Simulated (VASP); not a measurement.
Wanted: the native input for a VASP 6.6.1 run.

```yaml
Task: band structure
Functional: LDA
Potentials_or_basis: VASP PAW LDA potentials, release 64 (Te, Be)
Cutoff: 520 eV
k_mesh: 6 × 6 × 6
Occupations: gaussian, width 0.02 eV
Spin: spin-orbit coupling, no magnetisation
Ladder: gaps
Further_INCAR_settings: ALGO = Normal; EDIFF = 1e-07; NBANDS = 20
```

Crystal: BeTe.

```
Te Be
1.0
     0.00000    2.77000    2.77000
     2.77000    0.00000    2.77000
     2.77000    2.77000    0.00000
Te Be
1 1
Direct
  0.75000 0.75000 0.75000
  0.00000 0.00000 0.00000
```

These files were run (other wordings do the same):

POSCAR

```
BeTe
1.0
    0.0000000000      2.7700000000      2.7700000000
    2.7700000000      0.0000000000      2.7700000000
    2.7700000000      2.7700000000      0.0000000000
Te Be
1 1
Direct
    0.7500000000      0.7500000000      0.7500000000
    0.0000000000      0.0000000000      0.0000000000
```

INCAR.step1

```
SYSTEM = BeTe
PREC     = Accurate       ! precision mode
ENCUT    = 520            ! plane-wave cutoff, eV
EDIFF    = 1E-7           ! SCF threshold, eV
ISMEAR   = 0              ! smearing method
SIGMA    = 0.02           ! smearing width, eV
LREAL    = .FALSE.        ! projectors in reciprocal space
LASPH    = .TRUE.         ! aspherical terms in the spheres
NELM     = 60             ! most SCF steps
ALGO     = Normal         ! electronic algorithm
ISIF     = 2              ! what is computed and relaxed
LWAVE    = .FALSE.        ! write WAVECAR
LCHARG   = .TRUE.         ! write CHGCAR
MAGMOM   = 0 0 0 0 0 0    ! initial moments
LORBIT   = 11             ! projections on sites
LSORBIT  = .TRUE.         ! spin-orbit coupling
GGA_COMPAT= .FALSE.      
NBANDS   = 20             ! bands
KPAR     = 2
```

KPOINTS.step1

```
regular mesh
0
G
  6 6 6
  0 0 0
```

INCAR.step2

```
SYSTEM = BeTe
PREC     = Accurate       ! precision mode
ENCUT    = 520            ! plane-wave cutoff, eV
EDIFF    = 1E-7           ! SCF threshold, eV
ISMEAR   = 0              ! smearing method
SIGMA    = 0.05           ! smearing width, eV
LREAL    = .FALSE.        ! projectors in reciprocal space
LASPH    = .TRUE.         ! aspherical terms in the spheres
NELM     = 60             ! most SCF steps
ALGO     = Normal         ! electronic algorithm
ISIF     = 2              ! what is computed and relaxed
LWAVE    = .FALSE.        ! write WAVECAR
LCHARG   = .FALSE.        ! write CHGCAR
MAGMOM   = 0 0 0 0 0 0    ! initial moments
LORBIT   = 11             ! projections on sites
LSORBIT  = .TRUE.         ! spin-orbit coupling
GGA_COMPAT= .FALSE.      
NBANDS   = 20             ! bands
ICHARG   = 11             ! starting density
KPAR     = 2
```

KPOINTS.step2

```
path GXWKGLUWLK,UX
20
line-mode
reciprocal
 0.0000000000  0.0000000000  0.0000000000  G
 0.5000000000  0.0000000000  0.5000000000  X

 0.5000000000  0.0000000000  0.5000000000  X
 0.5000000000  0.2500000000  0.7500000000  W

 0.5000000000  0.2500000000  0.7500000000  W
 0.3750000000  0.3750000000  0.7500000000  K

 0.3750000000  0.3750000000  0.7500000000  K
 0.0000000000  0.0000000000  0.0000000000  G

 0.0000000000  0.0000000000  0.0000000000  G
 0.5000000000  0.5000000000  0.5000000000  L

 0.5000000000  0.5000000000  0.5000000000  L
 0.6250000000  0.2500000000  0.6250000000  U

 0.6250000000  0.2500000000  0.6250000000  U
 0.5000000000  0.2500000000  0.7500000000  W

 0.5000000000  0.2500000000  0.7500000000  W
 0.5000000000  0.5000000000  0.5000000000  L

 0.5000000000  0.5000000000  0.5000000000  L
 0.3750000000  0.3750000000  0.7500000000  K

 0.6250000000  0.2500000000  0.6250000000  U
 0.5000000000  0.0000000000  0.5000000000  X
```

Potentials or basis: VASP PAW LDA potentials, release 64 (Te, Be).

The run is started by

```bash
$ cat potpaw_LDA.64/Te/POTCAR potpaw_LDA.64/Be/POTCAR > POTCAR
$ cp INCAR.step1 INCAR
$ cp KPOINTS.step1 KPOINTS
$ mpirun -np 2 vasp_ncl > vasp.out
$ cp INCAR.step2 INCAR
$ cp KPOINTS.step2 KPOINTS
$ mpirun -np 2 vasp_ncl > vasp.out
```

Run time: 81 s on 2 MPI ranks on AMD EPYC 9R45 (Zen 5), with other jobs on the host, peak memory 0.36 GiB a rank.
